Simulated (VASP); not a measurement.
SnSe:

```
Sn Se
1.0
     3.18210    0.00000    0.00000
     0.00000    3.18210    0.00000
     0.00000    0.00000    3.18210
Sn Se
1 1
Cartesian
  1.5911 1.5911 1.5911
  0.0000 0.0000 0.0000
```

Measurements of this composition are mostly on another form, of space group No. 62.

| Item | Value |
| --- | --- |
| Program | VASP 6.6.1 |
| Task | relaxation of cell and atoms |
| Functional | PBE |
| Dispersion | D3(BJ) |
| Potentials or basis | VASP PAW PBE potentials, release 64 (Sn_d, Se) |
| Cutoff | 600 eV |
| k mesh | 8 × 8 × 8 |
| Occupations | gaussian, width 0.03 eV |
| Spin | no spin polarisation |

At the start: pressure 52.0 GPa; volume 16.11 Å³/atom.

Problem. How do energy, volume and symmetry change on relaxing?

Solution. Over 3 steps the energy falls by 850.9 meV/atom and the volume is 23.98 Å³/atom (+48.9 %); space group Pm-3m (No. 221, to 0.05 Å).

Step by step:
| step | energy change (eV) | largest force (eV/Å) | pressure (GPa) | volume (Å³) |
| --- | --- | --- | --- | --- |
| 1 | 0.0000 | 0.0000 | 51.96 | 32.22 |
| 2 | -1.3118 | 0.0000 | -8.38 | 63.25 |
| 3 | -1.7019 | 0.0000 | 0.02 | 47.96 |

Final structure:
```cif
data_structure
_symmetry_space_group_name_H-M 'P 1'
_symmetry_Int_Tables_number 1
_cell_length_a 3.6333
_cell_length_b 3.6333
_cell_length_c 3.6333
_cell_angle_alpha 90.000
_cell_angle_beta 90.000
_cell_angle_gamma 90.000
_cell_volume 47.96
loop_
_atom_site_label
_atom_site_type_symbol
_atom_site_fract_x
_atom_site_fract_y
_atom_site_fract_z
_atom_site_occupancy
Sn1 Sn 0.50000 0.50000 0.50000 1
Se1 Se 0.00000 0.00000 0.00000 1
```

Caveat: the volume moved by over 15 % at a fixed basis, so the end points are rough; pairwise dispersion overbinds metals, which lowers pressure and volume.
